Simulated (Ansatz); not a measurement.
The system is CdS (Hawleyite).

```
Cd S
1.0
     0.00000    2.91650    2.91650
     2.91650    0.00000    2.91650
     2.91650    2.91650    0.00000
Cd S
1 1
Direct
  0.00000 0.00000 0.00000
  0.75000 0.75000 0.75000
```

Base run:

```yaml
Program: Ansatz 0.2.0
Functional: BLYP
Potentials_or_basis: Ansatz PAW
Cutoff: "420 eV (not typed: the program's choice for these potentials)"
k_mesh: 8 × 8 × 8
Occupations: fermi-dirac, width 0.05 eV
Spin: no spin polarisation
```

Its results: band gap on the k mesh 1.09 eV, direct; pressure 6.1 GPa.

Question: After a change of settings the same cell gave: band gap on the k mesh 1.28 eV, direct; pressure 4.5 GPa. Which change was it?
A. functional from BLYP to B3LYP; k mesh from 8 × 8 × 8 to 4 × 4 × 4
B. functional from BLYP to revPBE
C. functional from BLYP to r2SCAN; cutoff from 420 eV (not typed: the program's choice for these potentials) to 500 eV (not typed: the program's choice for these potentials)

Answer: B.

Caveats: the PAW data sets come from PBE, with cores solved anew for the run's functional, which leaves a small shift of forces and pressure.

Runs at the PBE level aren't shown here.
